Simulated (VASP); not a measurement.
SnS:

```
Sn S
1.0
    11.10224    0.00000    0.00000
     0.00000    3.98561    0.00000
     0.00000    0.00000    4.22986
Sn S
4 4
Direct
  0.11852 0.25000 0.10999
  0.38148 0.75000 0.60999
  0.61852 0.25000 0.39001
  0.88148 0.75000 0.89001
  0.85325 0.25000 0.47437
  0.64675 0.75000 0.97437
  0.35325 0.25000 0.02563
  0.14675 0.75000 0.52563
```

Base run:

| Quantity | Value |
| --- | --- |
| Program | VASP 6.6.1 |
| Functional | TB-mBJ |
| Potentials or basis | VASP PAW PBE potentials, release 64 (Sn_d, S) |
| Cutoff | 520 eV |
| k mesh | 4 × 8 × 6 |
| Occupations | gaussian, width 0.03 eV |
| Spin | no spin polarisation |

Its results: band gap on the k mesh 1.06 eV, indirect (least direct gap 1.54 eV).

Q: The run is repeated on the same cell with these changes: functional from TB-mBJ to PBEsol. What comes out?

A: Band gap on the k mesh 0.72 eV, indirect (least direct gap 1.08 eV).

Caveats: spin-orbit coupling is left out, which moves the levels of the heavy elements; the mesh misses the band edges, which the band path finds closer together.
